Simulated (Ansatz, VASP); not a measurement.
**CdTe: VASP beside Ansatz**

```
CELL_PARAMETERS angstrom
0.00000 2.91194 2.91194
2.91194 0.00000 2.91194
2.91194 2.91194 0.00000
ATOMIC_POSITIONS crystal
Cd 0.00000 0.00000 0.00000
Te 0.25000 0.25000 0.25000
```

Change from the starting cell: volume scaled by 0.75, PAW files.

Alike in both runs: task electric field gradients; functional PBE; k mesh 10 × 10 × 10; occupations fermi-dirac, width 0.05 eV; no spin polarisation.

```csv
,VASP,Ansatz
version,VASP 6.6.1,Ansatz 0.2.0
potentials or method,"VASP PAW PBE potentials, release 64 (Cd, Te)","PAW with Ansatz's default frozen-core files, scalar-relativistic"
plane-wave cutoff (eV),520,420
valence electrons in the cell,18,36
```

```tsv
	VASP	Ansatz	Ansatz less VASP
pressure (GPa)	34.1	33.6	-0.46
Vzz of the field gradient on the site that differs most (V/Å²)	0.0	0.0	0.00
```

The functional is the same, so the differences come from potentials, cutoffs and numerics. The two sets of potentials don't hold the same shells in valence. Ansatz warned: «gradients_without_spin_orbit».

Caveats: so large a pressure means that the cell lies far from this level's equilibrium, or that cutoff or potentials fall short (VASP). A k mesh can miss the band edges.
